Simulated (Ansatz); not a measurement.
# Thickness series of a NiSi2/AlP/CoSi2 junction, part 2 of 6

Wanted: T(E), the conductance and its decay constant for NiSi2/AlP/CoSi2. The lower electrode is NiSi2 fluorite(111) turned by 180 degrees (type B), the upper one CoSi2 fluorite(111) turned by 180 degrees (type B); the barrier is AlP zinc blende(111) (whole bilayers). In the first transport cell, after relaxation, the nearest pair of electrode and barrier is Si–P at 2.30 Å, along the normal, at the lower face and Si–Al at 2.54 Å, along the normal, at the upper one. All share a net of side 3.896 Å, which strains the lower electrode by +1.5 %, the upper one by +2.8 % and the barrier by +0.0 %, against typed lattice constants near PBE's. The first steps treat the bulk electrodes alone.

Ansatz 0.2.0; PBE DFT, plane waves, PAW files (the session's first sound run).

So far: The structure; Layer spacing of the electrode.

**3. The strained electrode**

System of this step: CoSi2. Symmetry: R-3m, No. 166, trigonal system. Conventional cell: a = 3.896 Å, b = 3.896 Å, c = 9.102 Å, α = 90.00°, β = 90.00°, γ = 120.00°. Nearest to Si lie 4 Co at 2.28 to 2.37 Å. Nearest to Co lie 8 Si at 2.28 to 2.37 Å. Farther neighbours are not listed.

The electrode is held to the junction's net and relaxed along the normal; its spacing is used for the ideal lead layers.

input.yaml

```yaml
crystal:
  lattice:
    - [3.896, 0.0, 0.0]
    - [-1.948, 3.3740349731, 0.0]
    - [0.0, 0.0, 9.102198532]
  atoms:
    - { symbol: Si, position: [0.0, 0.0, 0.0] }
    - { symbol: Co, position: [0.6666666667, 0.3333333333, 0.0833333333] }
    - { symbol: Si, position: [0.3333333333, 0.6666666667, 0.1666666667] }
    - { symbol: Si, position: [0.6666666667, 0.3333333333, 0.3333333333] }
    - { symbol: Co, position: [0.3333333333, 0.6666666667, 0.4166666667] }
    - { symbol: Si, position: [0.0, 0.0, 0.5] }
    - { symbol: Si, position: [0.3333333333, 0.6666666667, 0.6666666667] }
    - { symbol: Co, position: [0.0, 0.0, 0.75] }
    - { symbol: Si, position: [0.6666666667, 0.3333333333, 0.8333333333] }
kpoints:
  mp_grid: { grid: [12, 12, 3] }
scf:
  occupations: { method: fermi_dirac, width: 0.1 }
  max_iter: 150
hamiltonian:
  xc: pbe
relax:
  f_tol: 0.01
  max_steps: 40
  cell: { fix: [a, b, angles] }
```

Command:

```
> ansatz run input.yaml --threads 8 --pin off --max-ram 24576MiB --backend cpu --events-out ev --progress --plain --runs-dir out
```

Numbers of over 12 decimals in the logs are rounded to 6 here.

Log:

```text
[...]
Crystal: 9 atoms, lattice volume = 119.651 Å³
Basis set: ecut = 420 eV, 2359 PW (Γ), exchange–correlation on 54×54×128 points (8 copies of the dense FFT grid, shifted against one another)
Bands: 47, of which v1, the nominal top of the filled ones, is band 38 counted from 1 (37 counted from 0)
Symmetry: 36 space group operations
[...]
k-points: 50 of 432
[...]
SCF iter   1: F=—  HF=-19197.361780 eV  |F-HF|=—  |Δ(HF+E_count)|=         —  Δρ=3.36e-3  dr2=1.41e-2  ethr=1.77e-3  ⟨swp⟩=7.3  Hψ=9896  notcnv=0  defer=9
[...]
SCF iter   9: F=-19197.362935 eV  HF=-19197.362935 eV  |F-HF|=2.63e-8  |Δ(HF+E_count)|=   1.65e-8  Δρ=6.09e-6  dr2=3.16e-8  ethr=1.33e-10  ⟨swp⟩=3.0  Hψ=7719  notcnv=0
SCF 1 converged in 9 iterations: F = -19197.362935 eV  dr2 = 3.16e-8
[...]
relax step   1: F+E_penalty+E_count = -19197.36293515 eV  Δ(F+E_penalty+E_count) = +0.000e0 eV  max|allowed force component| = 4.585e-1 eV/Å  Δτ_max = 0.0000 Å  P = -5.328 GPa  Ω = 119.651 Å³  fix = [a, b, alpha, beta, gamma]  reactions: a -10.026, b -10.026 GPa  (9 SCF iters, dr2 threshold 1.00e-7 eV, accepted)
Crystal: 9 atoms, lattice volume = 119.784 Å³
[...]
SCF iter   6: F=-19197.397410 eV  HF=-19197.397410 eV  |F-HF|=4.19e-9  |Δ(HF+E_count)|=   4.57e-9  Δρ=2.82e-6  dr2=1.26e-8  ethr=1.49e-10  ⟨swp⟩=1.5  Hψ=7086  notcnv=0
SCF 2 converged in 6 iterations: F = -19197.397410 eV  dr2 = 1.26e-8
relax step   2: F+E_penalty+E_count = -19197.39740995 eV  Δ(F+E_penalty+E_count) = -3.447e-2 eV  max|allowed force component| = 2.755e-1 eV/Å  Δτ_max = 0.0145 Å  P = -5.690 GPa  Ω = 119.784 Å³  energy of the carried Pulay correction = -5.591e-5 eV  fix = [a, b, alpha, beta, gamma]  reactions: a -9.673, b -9.673 GPa  (6 SCF iters, dr2 threshold 9.00e-7 eV, accepted)
Crystal: 9 atoms, lattice volume = 119.852 Å³
[...]
SCF iter   6: F=-19197.417574 eV  HF=-19197.417574 eV  |F-HF|=1.96e-9  |Δ(HF+E_count)|=   2.25e-8  Δρ=3.04e-6  dr2=8.48e-9  ethr=1.11e-10  ⟨swp⟩=1.9  Hψ=7076  notcnv=0
SCF 3 converged in 6 iterations: F = -19197.417574 eV  dr2 = 8.48e-9
relax step   3: F+E_penalty+E_count = -19197.41757407 eV  Δ(F+E_penalty+E_count) = -2.016e-2 eV  max|allowed force component| = 2.064e-3 eV/Å  Δτ_max = 0.0239 Å  P = -5.931 GPa  Ω = 119.852 Å³  energy of the carried Pulay correction = -8.455e-5 eV  fix = [a, b, alpha, beta, gamma]  reactions: a -8.949, b -8.949 GPa  (6 SCF iters, dr2 threshold 9.00e-7 eV, accepted)
[...]
relax step   4: F+E_penalty+E_count = -19197.41756400 eV  Δ(F+E_penalty+E_count) = +1.007e-5 eV  max|allowed force component| = 3.425e-4 eV/Å  Δτ_max = 0.0002 Å  P = -5.992 GPa  Ω = 119.899 Å³  energy of the carried Pulay correction = -1.044e-4 eV  fix = [a, b, alpha, beta, gamma]  reactions: a -8.974, b -8.974 GPa  (6 SCF iters, dr2 threshold 2.75e-8 eV, accepted)
[...]
SCF iter   6: F=-19197.417667 eV  HF=-19197.417667 eV  |F-HF|=3.64e-12  |Δ(HF+E_count)|=  1.02e-10  Δρ=1.38e-7  dr2=1.42e-11  ethr=1.00e-12  ⟨swp⟩=4.0  Hψ=7408  notcnv=0
SCF 5 converged in 6 iterations: F = -19197.417667 eV  dr2 = 1.42e-11
relax step   5: F+E_penalty+E_count = -19197.41766693 eV  Δ(F+E_penalty+E_count) = -1.029e-4 eV  max|allowed force component| = 3.347e-4 eV/Å  Δτ_max = 0.0000 Å  P = -5.991 GPa  Ω = 119.899 Å³  fix = [a, b, alpha, beta, gamma]  reactions: a -8.974, b -8.974 GPa  stress off target by 2.66e-2 GPa on what of the cell is left free  SCF on the basis re-selected at this cell (its energy is not comparable with the rows above)  (6 SCF iters)
[...]
SCF converged after 6 iterations
Free energy (F): -19197.417667 eV
[...]
Internal energy: -19197.311259 eV  (E = F + TS)
E sigma→0 (E₀):  -19197.364463 eV
Entropy (-TS):   -0.106408 eV (-11.823 meV/atom)
Fermi energy:    12.250015 eV
[...]
--- Forces (eV/Å), atoms counted from 1 ---
  atom   1  Si    -0.00000000    -0.00000000     0.00033468
  atom   2  Co    -0.00000000    -0.00000000     0.00000000
  atom   3  Si     0.00000000     0.00000000    -0.00033468
  atom   4  Si    -0.00000000    -0.00000000     0.00033468
  atom   5  Co     0.00000000     0.00000000    -0.00000000
  atom   6  Si     0.00000000     0.00000000    -0.00033468
  atom   7  Si    -0.00000000    -0.00000000     0.00033468
  atom   8  Co     0.00000000     0.00000000     0.00000000
  atom   9  Si     0.00000000     0.00000000    -0.00033468
  max |Σ_I F_I| component: 2.47e-17 eV/Å
--- Stress (GPa, compression-positive) ---
       -8.973744      -0.000000       0.000000
        0.000000      -8.973744      -0.000000
        0.000000      -0.000000      -0.026583
  P = ⅓ Tr σ = -5.9914 GPa (-59.914 kbar)
--- Relaxed structure (4 steps of the walk, 4 accepted, 1 SCFs on fresh bases) ---
[...]
cell:  # Å, volume = 119.8991 Å³
    - [3.896000, 0, 0]
    - [-1.948000, 3.374035, 0]
    - [0, 0, 9.121101]
  atoms:
    - { symbol: Si, position: [-7.254684042861251e-19, 0, 0.00419539] }
    - { symbol: Co, position: [0.666667, 0.333333, 0.083333] }
    - { symbol: Si, position: [0.333333, 0.666667, 0.162471] }
    - { symbol: Si, position: [0.666667, 0.333333, 0.337529] }
    - { symbol: Co, position: [0.333333, 0.666667, 0.416667] }
    - { symbol: Si, position: [7.254684042861246e-19, 0, 0.495805] }
    - { symbol: Si, position: [0.333333, 0.666667, 0.670862] }
    - { symbol: Co, position: [0, 0, 0.750000] }
    - { symbol: Si, position: [0.666667, 0.333333, 0.829138] }
```

Run time: 11 s. Hardware: 8 threads of Arm Neoverse V1, shared host; peak memory 0.74 GiB; 84 s of CPU time.

This run has no spin polarisation, although Co can carry a moment.

Step by step:

```csv
step,energy less that of the first step (eV),largest force component (eV/Å),pressure (GPa),volume (Å³)
1,0.0000,0.4585,-5.33,119.65
2,-0.0345,0.2755,-5.69,119.78
3,-0.0546,0.0021,-5.93,119.85
4,-0.0546,0.0003,-5.99,119.90
5*,-0.0547,0.0003,-5.99,119.90
```

Relaxation steps marked * repeat the geometry before them on a plane-wave basis chosen anew for their cell, so energy and pressure can jump there.

Forces are held to the 36 operations that the run works with; a distortion that breaks them can't arise in this run.

```csv
"conventional cell, symmetrised",before,after,change
a (Å),3.896,3.896,-0.0 %
b (Å),3.896,3.896,-0.0 %
c (Å),9.102,9.121,+0.2 %
volume (Å³/atom),13.29,13.32,+0.2 %
```

The atoms that moved most (Å, as changes of fractional coordinates times the final cell):

```csv
atom,dx,dy,dz,length
Si3,0.000,0.000,-0.038,0.038
Si1,0.000,0.000,0.038,0.038
Si4,0.000,0.000,0.038,0.038
Si6,0.000,0.000,-0.038,0.038
Si9,0.000,0.000,-0.038,0.038
Si7,0.000,0.000,0.038,0.038
```

Numbers from this step:

| Property | Result |
| --- | --- |
| free energy | -19197.4177 eV |
| Fermi energy | 12.25 eV |
| pressure | -5.991 GPa |

The relaxation ends with a largest force component of 3.4e-4 eV/Å.

**4. Relaxation**

System of this step: NiSi2/AlP/CoSi2. The cell holds 14 atoms: 6 Si, 1 Ni, 3 P, 3 Al and 1 Co. Its edges and angles: a = 3.896 Å, b = 3.896 Å, c = 33.895 Å, α = 90.0°, β = 90.0°, γ = 120.0°. Vacuum lies along c.

The starting distances are typed guesses, too rough for a quantity that is exponential in distance. A short slab in vacuum serves: only the barrier and the layers next to it are taken over, and later cells can add or drop layers in the barrier's middle. The dipole correction removes the field that unlike faces would set up across the vacuum.

input.yaml

```yaml
crystal:
  lattice:
    - [3.896, 0.0, 0.0]
    - [-1.948, 3.3740349731, 0.0]
    - [0.0, 0.0, 33.8947406527]
  atoms:
    - { symbol: Si, position: [0.66666667, 0.33333333, 0.2360248182] }
    - { symbol: Si, position: [0.0, 0.0, 0.2817955012] }
    - { symbol: Ni, position: [0.66666667, 0.33333333, 0.3046808427] }
    - { symbol: Si, position: [0.33333333, 0.66666667, 0.3275661842] }
    - { symbol: P, position: [0.33333333, 0.66666667, 0.3933581022] }
    - { symbol: Al, position: [0.66666667, 0.33333333, 0.416822587] }
    - { symbol: P, position: [0.66666667, 0.33333333, 0.4872160411] }
    - { symbol: Al, position: [0.0, 0.0, 0.5106805258] }
    - { symbol: P, position: [0.0, 0.0, 0.58107398] }
    - { symbol: Al, position: [0.33333333, 0.66666667, 0.6045384647] }
    - { symbol: Si, position: [0.33333333, 0.66666667, 0.6744608171] }
    - { symbol: Co, position: [0.0, 0.0, 0.6968394083] }
    - { symbol: Si, position: [0.66666667, 0.33333333, 0.7192179994] }
    - { symbol: Si, position: [0.0, 0.0, 0.7639751818] }
kpoints:
  mp_grid: { grid: [8, 8, 1] }
scf:
  occupations: { method: fermi_dirac, width: 0.1 }
  max_iter: 150
hamiltonian:
  xc: pbe
efield:
  axis: 3
  dipole_correction: true
relax:
  f_tol: 0.04
  max_steps: 60
output:
  forces: true
```

Log:

```text
[...]
Crystal: 14 atoms, lattice volume = 445.555 Å³
Basis set: ecut = 420 eV, 8765 PW (Γ), exchange–correlation on 54×54×480 points (8 copies of the dense FFT grid, shifted against one another)
Bands: 56, of which v1, the nominal top of the filled ones, is band 42 counted from 1 (41 counted from 0)
Symmetry: 6 space group operations
[...]
k-points: 10 of 64 (time reversal used)
[...]
SCF iter   1: F=—  HF=-18661.833183 eV  |F-HF|=—  |Δ(HF+E_count)|=         —  Δρ=5.28e-3  dr2=1.17e0  ethr=1.77e-3  p=-0.004 e·Å  D=-1.66e-3 V/Å  ΔV_dip=0.06 eV  dr2_dipole=1.06e0  V_vac-E_F(+/−)=4.87/4.81 eV  ⟨swp⟩=11.5  Hψ=3552  notcnv=0  defer=5
efield: sawtooth ramp at fractional position 0.9500 (placed from the atoms, in the widest stretch of the axis that holds none; the zero of the levels goes with the place), width 0.1000; the density the first Hamiltonian is built on has a dipole p = -0.004 e·Å; the dipole correction subtracts the counter field D = -1.66e-3 V/Å, which shifts the + side's vacuum level by +0.06 eV against the − side's; the planar-averaged density in the ramp window peaks in size at 2.3e-5 e/Å³
[...]
SCF iter   2: F=—  HF=-18661.835567 eV  |F-HF|=—  |Δ(HF+E_count)|=   2.38e-3  Δρ=1.15e-2  dr2=4.51e-1  ethr=1.41e-3  p=0.027 e·Å  D=1.09e-2 V/Å  ΔV_dip=-0.37 eV  dr2_dipole=6.37e-3  V_vac-E_F(+/−)=4.96/5.32 eV  ⟨swp⟩=3.0  Hψ=820  notcnv=0  defer=12
[...]
SCF iter   8: F=-18661.801432 eV  HF=-18661.801439 eV  |F-HF|=6.55e-6  |Δ(HF+E_count)|=   9.01e-6  Δρ=2.58e-5  dr2=8.17e-6  ethr=4.82e-8  p=0.022 e·Å  D=9.02e-3 V/Å  ΔV_dip=-0.31 eV  dr2_dipole=4.37e-7  V_vac-E_F(+/−)=5.01/5.31 eV  ⟨swp⟩=4.9  Hψ=1849  notcnv=0
SCF 1 converged in 8 iterations: F = -18661.801432 eV  dr2 = 8.17e-6
[...]
relax step   1: F+E_penalty+E_count = -18661.80143235 eV  Δ(F+E_penalty+E_count) = +0.000e0 eV  max|allowed force component| = 1.781e0 eV/Å  Δτ_max = 0.0000 Å  (8 SCF iters, dr2 threshold 4.00e-5 eV, accepted)
[...]
SCF iter   1: F=—  HF=-18662.015024 eV  |F-HF|=—  |Δ(HF+E_count)|=         —  Δρ=4.74e-3  dr2=8.66e-1  ethr=1.05e-3  p=0.022 e·Å  D=9.02e-3 V/Å  ΔV_dip=-0.31 eV  dr2_dipole=5.47e-1  V_vac-E_F(+/−)=4.95/5.26 eV  ⟨swp⟩=1.9  Hψ=2152  notcnv=0  defer=17
efield: sawtooth ramp at fractional position 0.9500 (handed on by an earlier solve), width 0.1000; the density the first Hamiltonian is built on has a dipole p = 0.022 e·Å; the dipole correction subtracts the counter field D = 9.02e-3 V/Å, which shifts the + side's vacuum level by -0.31 eV against the − side's; the planar-averaged density in the ramp window peaks in size at 7.5e-6 e/Å³
[...]
SCF iter   2: F=—  HF=-18661.992948 eV  |F-HF|=—  |Δ(HF+E_count)|=   2.21e-2  Δρ=3.44e-3  dr2=6.18e-2  ethr=1.04e-3  p=0.031 e·Å  D=1.24e-2 V/Å  ΔV_dip=-0.42 eV  dr2_dipole=4.69e-4  V_vac-E_F(+/−)=4.87/5.29 eV  ⟨swp⟩=3.3  Hψ=871  notcnv=0  defer=17
[...]
SCF iter   7: F=-18661.980085 eV  HF=-18661.980117 eV  |F-HF|=3.12e-5  |Δ(HF+E_count)|=   4.88e-5  Δρ=7.74e-5  dr2=3.75e-5  ethr=1.20e-7  p=0.031 e·Å  D=1.25e-2 V/Å  ΔV_dip=-0.42 eV  dr2_dipole=3.58e-6  V_vac-E_F(+/−)=4.92/5.35 eV  ⟨swp⟩=3.9  Hψ=2189  notcnv=0
SCF 2 converged in 7 iterations: F = -18661.980085 eV  dr2 = 3.75e-5
relax step   2: F+E_penalty+E_count = -18661.98008536 eV  Δ(F+E_penalty+E_count) = -1.787e-1 eV  max|allowed force component| = 6.499e-1 eV/Å  Δτ_max = 0.1272 Å  (7 SCF iters, dr2 threshold 1.00e-4 eV, accepted)
[...]
SCF iter   7: F=-18662.019255 eV  HF=-18662.019266 eV  |F-HF|=1.13e-5  |Δ(HF+E_count)|=   8.77e-7  Δρ=5.55e-5  dr2=1.38e-5  ethr=3.18e-8  p=0.038 e·Å  D=1.55e-2 V/Å  ΔV_dip=-0.53 eV  dr2_dipole=4.20e-10  V_vac-E_F(+/−)=4.85/5.37 eV  ⟨swp⟩=5.1  Hψ=2093  notcnv=0
SCF 3 converged in 7 iterations: F = -18662.019255 eV  dr2 = 1.38e-5
relax step   3: F+E_penalty+E_count = -18662.01925479 eV  Δ(F+E_penalty+E_count) = -3.917e-2 eV  max|allowed force component| = 5.194e-2 eV/Å  Δτ_max = 0.0659 Å  (7 SCF iters, dr2 threshold 2.64e-5 eV, accepted)
SCF iter   1: F=—  HF=-18662.019892 eV  |F-HF|=—  |Δ(HF+E_count)|=         —  Δρ=2.79e-4  dr2=1.78e-3  ethr=3.36e-5  p=0.038 e·Å  D=1.55e-2 V/Å  ΔV_dip=-0.53 eV  dr2_dipole=8.16e-4  V_vac-E_F(+/−)=4.85/5.37 eV  ⟨swp⟩=2.6  Hψ=1103  notcnv=0  defer=19
[...]
SCF iter   7: F=-18662.019829 eV  HF=-18662.019829 eV  |F-HF|=4.11e-8  |Δ(HF+E_count)|=   5.80e-8  Δρ=2.46e-6  dr2=4.11e-8  ethr=1.20e-10  p=0.038 e·Å  D=1.56e-2 V/Å  ΔV_dip=-0.53 eV  dr2_dipole=5.03e-9  V_vac-E_F(+/−)=4.85/5.38 eV  ⟨swp⟩=4.0  Hψ=2361  notcnv=0
SCF 4 converged in 7 iterations: F = -18662.019829 eV  dr2 = 4.11e-8
relax step   4: F+E_penalty+E_count = -18662.01982885 eV  Δ(F+E_penalty+E_count) = -5.741e-4 eV  max|allowed force component| = 1.917e-2 eV/Å  Δτ_max = 0.0064 Å  (7 SCF iters, accepted)
SCF converged after 7 iterations
Free energy (F): -18662.019829 eV
[...]
Internal energy: -18661.850527 eV  (E = F + TS)
E sigma→0 (E₀):  -18661.935178 eV
Entropy (-TS):   -0.169302 eV (-12.093 meV/atom)
Fermi energy:    2.176083 eV
Dipole field:    D = 0.015551 V/Å  (p = 0.038290 e·Å, saw-weighted, corrected)
Work function:   Φ+ = 4.8480 eV   Φ− = 5.3751 eV
Levels:          The Fermi level and band energies are counted from a zero that moves with the ramp; work functions are not
[...]
--- Forces (eV/Å), atoms counted from 1 ---
  atom   1  Si    -0.00000000     0.00000000     0.00247533
  atom   2  Si     0.00000000     0.00000000    -0.01101918
  atom   3  Ni     0.00000000     0.00000000     0.00783478
  atom   4  Si     0.00000000     0.00000000    -0.00688584
  atom   5  P      0.00000000     0.00000000     0.01065706
  atom   6  Al     0.00000000     0.00000000    -0.01449164
  atom   7  P      0.00000000     0.00000000     0.01247158
  atom   8  Al     0.00000000     0.00000000    -0.00939749
  atom   9  P      0.00000000     0.00000000     0.01489744
  atom  10  Al     0.00000000     0.00000000    -0.00172166
  atom  11  Si     0.00000000     0.00000000    -0.00474038
  atom  12  Co     0.00000000     0.00000000    -0.01917494
  atom  13  Si     0.00000000     0.00000000     0.01568825
  atom  14  Si    -0.00000000     0.00000000     0.00336432
  max |Σ_I F_I| component: 4.24e-5 eV/Å
--- Relaxed structure (4 steps of the walk, 4 accepted, 0 SCFs on fresh bases) ---
  F+E_penalty+E_count = -18662.01982885 eV   max|allowed force component| = 1.917e-2 eV/Å
  atoms:
    - { symbol: Si, position: [0.666667, 0.333333, 0.233324] }
    - { symbol: Si, position: [2.3979307005156803e-17, -6.608470383688811e-17, 0.278501] }
    - { symbol: Ni, position: [0.666667, 0.333333, 0.301027] }
    - { symbol: Si, position: [0.333333, 0.666667, 0.326461] }
    - { symbol: P, position: [0.333333, 0.666667, 0.394416] }
    - { symbol: Al, position: [0.666667, 0.333333, 0.417540] }
    - { symbol: P, position: [0.666667, 0.333333, 0.487881] }
    - { symbol: Al, position: [2.3979307005156803e-17, -6.608470383688811e-17, 0.511268] }
    - { symbol: P, position: [2.3979307005156803e-17, -6.608470383688811e-17, 0.581782] }
    - { symbol: Al, position: [0.333333, 0.666667, 0.605350] }
    - { symbol: Si, position: [0.333333, 0.666667, 0.680279] }
    - { symbol: Co, position: [2.3979307005156803e-17, -6.608470383688811e-17, 0.697910] }
    - { symbol: Si, position: [0.666667, 0.333333, 0.720002] }
    - { symbol: Si, position: [2.3979307005156803e-17, -6.608470383688811e-17, 0.762512] }
```

It took 13 s on 8 threads; peak memory 1.4 GiB; 93 s of CPU time.

This run has no spin polarisation, although Co and Ni can carry a moment.

Relaxation path:

```csv
step,energy less that of the first step (eV),largest force component (eV/Å)
1,0.0000,1.7807
2,-0.1787,0.6499
3,-0.2178,0.0519
4,-0.2184,0.0192
```

The run keeps the 6 symmetry operations that it works with, so distortions that break them were not tested.

The atoms that moved most (Å):

```csv
atom,dx,dy,dz,length
Si11,0.000,0.000,0.197,0.197
Ni3,0.000,0.000,-0.124,0.124
Si2,0.000,0.000,-0.112,0.112
Si1,0.000,0.000,-0.092,0.092
Si14,0.000,0.000,-0.050,0.050
Si4,0.000,0.000,-0.037,0.037
Co12,0.000,0.000,0.036,0.036
P5,0.000,0.000,0.036,0.036
```

Final coordinates:

```cif
data_structure
_symmetry_space_group_name_H-M 'P 1'
_symmetry_Int_Tables_number 1
_cell_length_a 3.8960
_cell_length_b 3.8960
_cell_length_c 33.8947
_cell_angle_alpha 90.000
_cell_angle_beta 90.000
_cell_angle_gamma 120.000
_cell_volume 445.55
loop_
_atom_site_label
_atom_site_type_symbol
_atom_site_fract_x
_atom_site_fract_y
_atom_site_fract_z
_atom_site_occupancy
Si1 Si 0.66667 0.33333 0.23332 1
Si2 Si 0.00000 0.00000 0.27850 1
Ni3 Ni 0.66667 0.33333 0.30103 1
Si4 Si 0.33333 0.66667 0.32646 1
P5 P 0.33333 0.66667 0.39442 1
Al6 Al 0.66667 0.33333 0.41754 1
P7 P 0.66667 0.33333 0.48788 1
Al8 Al 0.00000 0.00000 0.51127 1
P9 P 0.00000 0.00000 0.58178 1
Al10 Al 0.33333 0.66667 0.60535 1
Si11 Si 0.33333 0.66667 0.68028 1
Co12 Co 0.00000 0.00000 0.69791 1
Si13 Si 0.66667 0.33333 0.72000 1
Si14 Si 0.00000 0.00000 0.76251 1
```

This step gave:

```yaml
free_energy: -18662.0198 eV
fermi_energy: 2.176 eV
work_function_upper_face: 4.848 eV
work_function_lower_face: 5.375 eV
dipole_moment: 0.03829 e·Å
dipole_field: 0.01555 V/Å
```

The largest force component on a free atom ends at 0.019 eV/Å. The work functions of the outer faces are 5.38 and 4.85 eV.

(Continued in part 3 of 6.)

[Logs are printed without paths, hosts, clocks, repeated set-up lines and the standing remarks that a program may print on its own settings, such as how far it seeks lower states.]

[Hosts, paths, dates, database ids (printed as entryN), source tags and the programs' standing remarks are cut or masked in the printed files.]
